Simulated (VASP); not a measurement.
The system is AlN.

```xyz
4
Lattice="3.1130 0.0000 0.0000 -1.5565 2.6959 0.0000 0.0000 0.0000 4.9810" Properties=species:S:1:pos:R:3 pbc="T T T"
Al    0.0000    1.7973    0.0000
Al    1.5565    0.8986    2.4905
N     0.0000    1.7973    1.8928
N     1.5565    0.8986    4.3833
```

- Program: VASP 6.6.1
- Task: relaxation of cell and atoms
- Functional: LDA
- Potentials or basis: VASP PAW LDA potentials, release 64 (Al, N)
- Cutoff: 600 eV
- k mesh: 12 × 12 × 6
- Occupations: gaussian, width 0.03 eV
- Spin: no spin polarisation

At the start: pressure -4.2 GPa; volume 10.45 Å³/atom.

Problem. How do energy, volume and symmetry change on relaxing?

Solution. Over 6 steps the energy falls by 3.2 meV/atom and the volume is 10.23 Å³/atom (-2.1 %); space group P6_3mc (No. 186, to 0.05 Å).

The path:
| step | energy change (eV) | largest force (eV/Å) | pressure (GPa) | volume (Å³) |
| --- | --- | --- | --- | --- |
| 1 | 0.0000 | 0.1194 | -4.21 | 41.80 |
| 2 | -0.0009 | 0.0854 | 4.30 | 40.16 |
| 3 | -0.0124 | 0.0200 | -0.04 | 40.96 |
| 4 | -0.0124 | 0.0180 | 0.06 | 40.94 |
| 5 | -0.0126 | 0.0112 | 0.08 | 40.93 |
| 6 | -0.0126 | 0.0047 | 0.09 | 40.93 |

Final structure:
```
CELL_PARAMETERS angstrom
3.09088 0.00000 0.00000
-1.54544 2.67678 0.00000
0.00000 0.00000 4.94680
ATOMIC_POSITIONS crystal
Al 0.33333 0.66667 0.99905
Al 0.66667 0.33333 0.49905
N 0.33333 0.66667 0.38095
N 0.66667 0.33333 0.88095
```
